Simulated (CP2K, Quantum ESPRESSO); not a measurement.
## C(110)/Be2B(111) interface (250 atoms): runs against a plane-wave reference

The cell holds 250 atoms: 160 C, 30 B and 60 Be. Cell: a = 16.621 Å, b = 8.737 Å, c = 12.591 Å, α = 90.0°, β = 90.0°, γ = 100.5°. It derives from C. Diamond-structure C(110), 5 repeat layers, 16 surface cells, strained -0.66 and -0.00 %; antifluorite-type Be2B(111), 2 layers, 15 cells, +0.67 and +0.00 %; outer planes 1.75 Å apart and 1.75 Å at the second interface of the periodic stack; not relaxed, displaced by a Gaussian of 0.02 Å. Then every atom was moved at random, 0.02 Å r.m.s. a Cartesian component. Regions: C, 160 atoms (160 C); Be2B, 90 atoms (30 B and 60 Be).

Geometry: as built.

The reference, a calculation:

* method: Kohn-Sham DFT, PBE, SSSP efficiency 1.3.0 pseudopotentials, plane waves (Quantum ESPRESSO 7.5); sssp-pbe-1.3.0-efficiency, cutoffs 45/360 Ry, Γ point
* r.m.s. force component: 1.262 eV/Å
* longest force: 4.76 eV/Å
* pressure: -6.865 GPa
* time: 16 min on 4 MPI ranks of Arm Neoverse N1, shared host
* CPU time: 65 min

**Question.** The same geometry is run in other programs. How far does each lie from the reference, and what does it cost?
- CP2K PBE, DZVP-MOLOPT-SR, 600/50 Ry, diagonalisation (CP2K 2026.2; 4 MPI ranks)
- CP2K PBE, DZVP-MOLOPT-SR, 300/50 Ry, diagonalisation (CP2K 2026.2; 4 MPI ranks)
- CP2K PBE+rVV10L, DZVP-MOLOPT-SR, 600/50 Ry, diagonalisation (CP2K 2026.2; 4 MPI ranks)
- CP2K PBE, SZV-MOLOPT-SR, 600/50 Ry, diagonalisation (CP2K 2026.2; 2 threads)
- CP2K PBE, DZVP-MOLOPT-SR, 420/50 Ry, diagonalisation (CP2K 2026.2; 4 MPI ranks)

Differences are against the plane-wave reference, forces as r.m.s. over components; share is that over the reference's r.m.s. force, slope the least-squares factor from reference forces to these. Total energies of different programs have different zeros and aren't compared.

```csv
run,"Δ force, r.m.s. (meV/Å)",share (%),slope,Δ pressure (GPa),cores,CPU time,memory (GiB)
reference,-,-,-,-,4,65 min,7.5
"CP2K PBE, DZVP-MOLOPT-SR, 600/50 Ry, diagonalisation",48.9,3.88,1.029,0.294,4,62 min,7.8
"CP2K PBE, DZVP-MOLOPT-SR, 300/50 Ry, diagonalisation (coarse)",851,67.5,1.050,2.84,4,60 min,4.2
"CP2K PBE+rVV10L, DZVP-MOLOPT-SR, 600/50 Ry, diagonalisation",42.5,3.37,1.023,-0.394,4,80 min,12
"CP2K PBE, SZV-MOLOPT-SR, 600/50 Ry, diagonalisation (coarse)",691,54.7,1.314,21.9,2,34 min,5.5
"CP2K PBE, DZVP-MOLOPT-SR, 420/50 Ry, diagonalisation (coarse)",245,19.4,1.025,1.33,4,54 min,5.3
```

Rows marked coarse were listed beforehand as settings not expected to be converged; some can still land near the reference.

CPU time is summed over cores on a shared host, where runs went side by side, so it is rough. Symmetry, cutoffs, thresholds, outputs and thread counts weren't matched or tuned between programs; memory under MPI is the largest rank's times the ranks.

The PBE run in local orbitals, coarse settings apart, differs by 3.9 % (CP2K PBE, DZVP-MOLOPT-SR, 600/50 Ry, diagonalisation); basis, grid and potentials can all enter. Rows with another functional or a dispersion term differ by 3.4 % (CP2K PBE+rVV10L, DZVP-MOLOPT-SR, 600/50 Ry, diagonalisation), which mixes the change of model with differences of basis and potentials. Runs with settings chosen to be coarse differ by 19 % (CP2K PBE, DZVP-MOLOPT-SR, 420/50 Ry, diagonalisation) to 67 % (CP2K PBE, DZVP-MOLOPT-SR, 300/50 Ry, diagonalisation), their programs' other errors included. None of the electronic-structure runs in the table takes under half the reference's CPU time of 65 min; they take 0.52 to 1.2 times as much. The electronic-structure runs sample only Γ, in a cell whose shortest periodic width is 9 Å, which is coarse for a cell with partly filled levels.

[Logs are printed without paths, hosts, clocks, repeated set-up lines and the standing remarks that a program may print on its own settings, such as how far it seeks lower states.]

[Hosts, paths, dates, database ids (printed as entryN), source tags and the programs' standing remarks are cut or masked in the printed files.]
